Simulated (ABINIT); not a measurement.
The system is TaN.

```
Ta N
1.0
     0.00000    2.21132    2.21132
     2.21132    0.00000    2.21132
     2.21132    2.21132    0.00000
Ta N
1 1
Direct
  0.50000 0.50000 0.50000
  0.00000 0.00000 0.00000
```

The cell comes from a database or a generator and needn't be the stable form of this composition.

Base run:

| Item | Value |
| --- | --- |
| Program | ABINIT 10.8.3 (patched build) |
| Functional | PBE |
| Potentials or basis | PseudoDojo NC SR PBE v0.5 stringent |
| Cutoff | 1796 eV |
| k mesh | 8 × 8 × 8 |
| Occupations | fermi-dirac, width 0.05 eV |
| Spin | no spin polarisation |

Its results: band gap on the k mesh none (metal or under the smearing width); pressure -1.5 GPa.

**Question.** The run is repeated on the same cell with these changes: potentials or basis from PseudoDojo NC SR PBE v0.5 stringent to SG15 NC PBE v1.2; cutoff from 1796 eV to 952 eV. What comes out?

**Answer.** Band gap on the k mesh none (metal or under the smearing width); pressure -1.9 GPa.

Not every run made on this cell is shown here.
